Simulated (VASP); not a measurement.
# Bi2Se3 in VASP: relaxation of cell and atoms with revPBE+D3(BJ)

Aim: the relaxation of cell and atoms of Bi2Se3 with revPBE+D3(BJ).

All numbers are computed with VASP 6.6.1; they aren't measurements. Logs are shortened: lines on timing, memory, paths and dates and some standing lists are left out, and cuts for length are marked.

**1. Starting point**

The cell holds a sheet with vacuum, 5 atoms: a = 4.140 Å, b = 4.140 Å, c = 23.020 Å, α = 90.00°, β = 90.00°, γ = 120.00°.

The cell was built by a generator and needn't be a form met in nature.

**2. Relaxation of cell and atoms, revPBE+D3(BJ)**

INCAR

```
ALGO = Fast
EDIFF = 1E-6
EDIFFG = -0.005
ENCUT = 600
GGA = RE
IBRION = 2
ISIF = 3
ISMEAR = 0
IVDW = 12
KPAR = 2
LASPH = True
LATTICE_CONSTRAINTS = .TRUE. .TRUE. .FALSE.
LCHARG = False
LREAL = False
LWAVE = False
NELM = 120
NSW = 60
PREC = Accurate
SIGMA = 0.03
```

KPOINTS

```
k-points
0
Gamma
  12 12 1
```

POSCAR

```
Bi2Se3
1.0
    4.1400000000      0.0000000000      0.0000000000
   -2.0700000000      3.5853451700      0.0000000000
    0.0000000000      0.0000000000     23.0200000000
Se Bi
3 2
Direct
    0.6666670000      0.3333330000      0.3475238900
    0.0000000000      0.0000000000      0.5000000000
    0.3333330000      0.6666670000      0.6524761100
    0.3333330000      0.6666670000      0.4161598600
    0.6666670000      0.3333330000      0.5838401400
```

Potentials or basis: VASP PAW PBE potentials, release 64 (Se, Bi_d).

The run is started by

```
> cat potpaw_PBE.64/Se/POTCAR potpaw_PBE.64/Bi_d/POTCAR > POTCAR
> mpirun -np 2 vasp_std > vasp.out
```

OUTCAR:

```text
EDIFF = 1E-6
   EDIFFG = -0.005
   ENCUT = 600
   GGA = RE
   IBRION = 2
   ISIF = 3
   ISMEAR = 0
   IVDW = 12
   LASPH = True
   LREAL = False
   NELM = 120
   NSW = 60
   PREC = Accurate
 IVDW          = 12

 ion  position               nearest neighbor table
   1  0.667  0.333  0.348-   4 2.87   4 2.87   4 2.87
   2  0.000  0.000  0.500-   4 3.07   5 3.07   4 3.07   5 3.07   5 3.07   4 3.07
   3  0.333  0.667  0.652-   5 2.87   5 2.87   5 2.87
   4  0.333  0.667  0.416-   1 2.87   1 2.87   1 2.87   2 3.07   2 3.07   2 3.07
   5  0.667  0.333  0.584-   3 2.87   3 2.87   3 2.87   2 3.07   2 3.07   2 3.07

  LATTYP: Found a hexagonal cell.
 ALAT       =     4.1400000000
 C/A-ratio  =     5.5603864734

  Lattice vectors:

 A1 = (   4.1400000000,   0.0000000000,   0.0000000000)
 A2 = (  -2.0700000000,   3.5853451700,   0.0000000000)
 A3 = (   0.0000000000,   0.0000000000,  23.0200000000)

Analysis of symmetry for initial positions (statically):
=====================================================================
 Subroutine PRICEL returns:
 Original cell was already a primitive cell.

 Routine SETGRP: Setting up the symmetry group for a
 hexagonal supercell.

 Subroutine GETGRP returns: Found 12 space group operations
 (whereof 12 operations were pure point group operations)
 out of a pool of 24 trial point group operations.

The static configuration has the point symmetry D_3d.

Analysis of symmetry for dynamics (positions and initial velocities):
=====================================================================
 Subroutine PRICEL returns:
 Original cell was already a primitive cell.

 Routine SETGRP: Setting up the symmetry group for a
 hexagonal supercell.

 Subroutine GETGRP returns: Found 12 space group operations
 (whereof 12 operations were pure point group operations)
 out of a pool of 24 trial point group operations.

The dynamic configuration has the point symmetry D_3d.

 Subroutine INISYM returns: Found 12 space group operations
 (whereof 12 operations are pure point group operations),
 and found     1 'primitive' translations

----------------------------------------------------------------------------------------

                                     Primitive cell

  volume of cell :     341.6934

  direct lattice vectors                    reciprocal lattice vectors
     4.140000000  0.000000000  0.000000000     0.241545894  0.139456587  0.000000000
    -2.070000000  3.585345170  0.000000000     0.000000000  0.278913174  0.000000000
[... 78 lines left out ...]
   ICHARG =      2    charge: 1-file 2-atom 10-const
   ISPIN  =      1    spin polarized calculation?
   LNONCOLLINEAR =      F non collinear calculations
   LSORBIT =      F    spin-orbit coupling
   LASPH  =      T    aspherical Exc in radial PAW
   ENCUT  =  600.0 eV  44.10 Ry    6.64 a.u.   8.27  8.27 45.98*2*pi/ulx,y,z
   NELM   =    120;   NELMIN=  2; NELMDL= -5     # of ELM steps
   EDIFF  = 0.1E-05   stopping-criterion for ELM
   LREAL  =      F    real-space projection
   EDIFFG = -.5E-02   stopping-criterion for IOM
   NSW    =     60    number of steps for IOM
   IBRION =      2    ionic relax: 0-MD 1-quasi-New 2-CG
   NFREE  =      1    steps in history (QN), initial steepest desc. (CG)
   ISIF   =      3    stress and relaxation
   ISYM   =      2    0-nonsym 1-usesym 2-fastsym
   POTIM  = 0.5000    time-step for ionic-motion
   TEBEG  =    0.0;   TEEND  =   0.0 temperature during run
   PSTRESS=    0.0 pullay stress
   NELECT =      48.0000    total number of electrons
   NUPDOWN=      -1.0000    fix difference up-down
   EMIN   =  10.00;   EMAX   =-10.00  energy-range for DOS
   EFERMI =   0.00;   METHOD = LEGACY
   ISMEAR =     0;   SIGMA  =   0.03  broadening in eV -4-tet -1-fermi 0-gaus
   EFERMI_NEDOS =   21; number of points for ismear=-14 and -15
   IALGO  =     68    algorithm
   IMIX   =      4    mixing-type and parameters
     AMIX     =   0.40;   BMIX     =  1.00
     AMIX_MAG =   1.60;   BMIX_MAG =  1.00
  volume/ion in A,a.u.               =      68.34       461.17
  Fermi-wavevector in a.u.,A,eV,Ry     =   0.851026  1.608207  9.853964  0.724246
  Thomas-Fermi vector in A             =   1.967095
   LORBIT       =      0    0 simple, 1 ext, 2 COOP (PROOUT), +10 PAW based schemes
   GGA     = RE    functional components
   LHFCALC =     F    Hartree Fock is set to
   AEXX    =    0.0000 exact exchange contribution
   IVDW    =    12    specifies the selected vdW correction
   LEPSILON=     F    determine dielectric tensor
   LRPA    =     F    only Hartree local field effects (RPA)
 conjugate gradient relaxation of ions
 non-spin polarized calculation
 RMM-DIIS sequential band-by-band and
 Gauss-broadening in eV      SIGMA  =   0.03
  energy-cutoff  :      600.00
  volume of cell :      341.69
 maximum number of plane-waves:     11442
 NGX is ok and might be reduce to    36
   NGX = 17   NGY = 17   NGZ = 91

--------------------------------------- Ionic step        1  -------------------------------------------

 number of electron      47.9999998 magnetization

 Free energy of the ion-electron system (eV)
  ---------------------------------------------------
  ext. energy  EPLUGINS =         0.00000000
  ---------------------------------------------------
  free energy    TOTEN  =       -18.79286773 eV

  energy without entropy =      -18.79286773  energy(sigma->0) =      -18.79286773

------------------------ aborting loop because EDIFF is reached ----------------------------------------

 Edisp (eV)   -3.04289

 E8    (eV) :    -2.2058
[... 114 lines left out ...]
  FREE ENERGIE OF THE ION-ELECTRON SYSTEM (eV)
  ---------------------------------------------------
  free  energy   TOTEN  =       -21.8425619664 eV

  energy  without entropy=      -21.8425619664  energy(sigma->0) =      -21.84256197

[... ionic steps 4 to 12 ...]

--------------------------------------- Ionic step       13  -------------------------------------------

 number of electron      48.0000002 magnetization

------------------------ aborting loop because EDIFF is reached ----------------------------------------
[... 81 lines left out ...]
--------------------------------------- Ionic step       15  -------------------------------------------

 number of electron      48.0000002 magnetization

 Free energy of the ion-electron system (eV)
  ---------------------------------------------------
  ext. energy  EPLUGINS =         0.00000000
  ---------------------------------------------------
  free energy    TOTEN  =       -18.74674370 eV

  energy without entropy =      -18.74674370  energy(sigma->0) =      -18.74674370

 E-fermi :  -1.2759     XC(G=0):  -4.4412

 val. band max:       -1.4855083250   @ k =   0.1667   0.0833   0.0000
 cond. band min:      -0.4451680525   @ k =   0.0000   0.0000   0.0000
 fundamental gap:      1.0403402725
 Fermi energy:        -1.2759326832

 k-point     1 :       0.0000    0.0000    0.0000
  band No.  band energies     occupation
      1     -24.1108      2.00000
      2     -24.1108      2.00000
      3     -24.1094      2.00000
      4     -24.1094      2.00000
      5     -24.0983      2.00000
      6     -24.0957      2.00000
[... 614 lines left out ...]
  FREE ENERGIE OF THE ION-ELECTRON SYSTEM (eV)
  ---------------------------------------------------
  free  energy   TOTEN  =       -21.8436624342 eV

  energy  without entropy=      -21.8436624342  energy(sigma->0) =      -21.84366243

 reached required accuracy - stopping structural energy minimisation
```

Wall time 13 min (2 MPI ranks of Intel Xeon 6975P-C (Granite Rapids), shared host); peak memory 0.72 GiB.

Results:

| Item | Value |
| --- | --- |
| Free energy | -21.8437 eV |
| Relaxed volume | 67.07 Å³/atom |
| Relaxed cell | a = 4.101 Å, b = 4.101 Å, c = 23.020 Å, α = 90.00°, β = 90.00°, γ = 120.00° |
| Space group after relaxing (to 0.05 Å) | P-3m1 (No. 164) |
| Energy gained by relaxing | 1.6 meV/atom |
| Ionic steps | 15 |
| Largest force after relaxing | 0.004 eV/Å |
| Band gap on the k mesh | 1.04 eV, indirect (least direct gap 1.36 eV) |
| Dispersion energy per atom | -0.619 eV |

Forces in eV/Å, atoms in the order of the input:
```
Se   0.000  0.000  0.003
Se   0.000  0.000  0.000
Se   0.000  0.000 -0.003
Bi   0.000  0.000 -0.004
Bi   0.000  0.000  0.004
```

The path:
| step | energy change (eV) | largest force (eV/Å) | pressure (GPa) | volume (Å³) |
| --- | --- | --- | --- | --- |
| 1 | 0.0000 | 0.0421 | -0.35 | 341.69 |
| 2 | -0.0065 | 0.0982 | 0.12 | 335.68 |
| 3 | -0.0068 | 0.0730 | 0.04 | 336.73 |
| 4 | -0.0068 | 0.0707 | 0.03 | 336.83 |
| 5 | -0.0074 | 0.0351 | 0.02 | 336.45 |
| 6 | -0.0075 | 0.0203 | 0.02 | 336.25 |
| 7 | -0.0076 | 0.0181 | 0.03 | 336.04 |
| 8 | -0.0076 | 0.0195 | 0.04 | 335.69 |
| 9 | -0.0077 | 0.0218 | 0.06 | 334.99 |
| 10 | -0.0077 | 0.0208 | 0.06 | 335.28 |
| 11 | -0.0077 | 0.0182 | 0.05 | 335.29 |
| 12 | -0.0078 | 0.0122 | 0.04 | 335.32 |
| 13 | -0.0079 | 0.0069 | 0.00 | 335.39 |
| 14 | -0.0079 | 0.0068 | -0.01 | 335.39 |
| 15 | -0.0079 | 0.0038 | 0.00 | 335.35 |

Final structure:
```yaml
crystal:
  lattice:
    - [4.10140, 0.00000, 0.00000]
    - [-2.05070, 3.55191, 0.00000]
    - [0.00000, 0.00000, 23.02000]
  atoms:
    - { symbol: Se, position: [0.66667, 0.33333, 0.34682] }
    - { symbol: Se, position: [0.00000, 0.00000, 0.50000] }
    - { symbol: Se, position: [0.33333, 0.66667, 0.65318] }
    - { symbol: Bi, position: [0.33333, 0.66667, 0.41607] }
    - { symbol: Bi, position: [0.66667, 0.33333, 0.58393] }
```

Caveat: the PAW data sets were made with another functional, which shifts forces and pressure a little; spin-orbit coupling is left out, which as a rule narrows the gap of such compounds by several tenths of an eV.
